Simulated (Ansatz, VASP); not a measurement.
## Two plane-wave programs on PbS

File INCAR:

```
SYSTEM = PbS
PREC     = Accurate       ! precision mode
ENCUT    = 520            ! plane-wave cutoff, eV
EDIFF    = 1E-6           ! SCF threshold, eV
ISMEAR   = 0              ! smearing method
SIGMA    = 0.02           ! smearing width, eV
LREAL    = .False.        ! projectors in reciprocal space
LASPH    = .True.         ! aspherical terms in the spheres
NELM     = 80             ! most SCF steps
ALGO     = Normal         ! electronic algorithm
ISIF     = 2              ! what is computed and relaxed
LWAVE    = .False.        ! write WAVECAR
LCHARG   = .False.        ! write CHGCAR
GGA      = PE             ! functional
NBANDS   = 17             ! bands
```

Contents of KPOINTS:

```
Automatic mesh
0
Gamma
  10 10 10
  0 0 0
```

The input POSCAR:

```
PbS
1.0
    0.0000000000      3.0634363636      3.0634363636
    3.0634363636      0.0000000000      3.0634363636
    3.0634363636      3.0634363636      0.0000000000
Pb S
1 1
Direct
    0.0000000000      0.0000000000      0.0000000000
    0.5000000000      0.5000000000      0.5000000000
```

Input for Ansatz:

```yaml
crystal:
  lattice:
    - [0.0, 3.0634363636, 3.0634363636]
    - [3.0634363636, 0.0, 3.0634363636]
    - [3.0634363636, 3.0634363636, 0.0]
  atoms:
    - { symbol: Pb, position: [0.0, 0.0, 0.0] }
    - { symbol: S, position: [0.5, 0.5, 0.5] }
basis:
  ecutwfc: 420
kpoints:
  mp_grid: { grid: [10, 10, 10] }
hamiltonian:
  xc: pbe
scf:
  occupations: { method: gaussian, width: 0.02 }
output:
  forces: true
  stress: true
  eigenvalues: true
```

Alike in both runs: task single point; functional PBE; k mesh 10 × 10 × 10; occupations gaussian, width 0.02 eV; no spin polarisation.

|  | VASP | Ansatz |
| --- | --- | --- |
| version | VASP 6.6.1 | Ansatz 0.2.0 |
| potentials or method | VASP PAW PBE potentials, release 64 (Pb_d, S) | scalar-relativistic, plane waves, PAW |
| plane-wave cutoff (eV) | 520 | 420 |
| valence electrons in the cell | 20 | 20 |

VASP gave:

```
gap on the k mesh at the Fermi level (eV) : 0.67
least direct gap on the mesh (eV)         : 0.67
pressure (GPa)                            : -2.8
```

Problem. What did Ansatz give for the same quantities?

Solution. gap on the k mesh at the Fermi level (eV): 0.67; least direct gap on the mesh (eV): 0.67; pressure (GPa): -2.7.

Caveats: spin-orbit coupling is left out, which as a rule narrows the gap of such compounds by several tenths of an eV. A k mesh can miss the band edges.
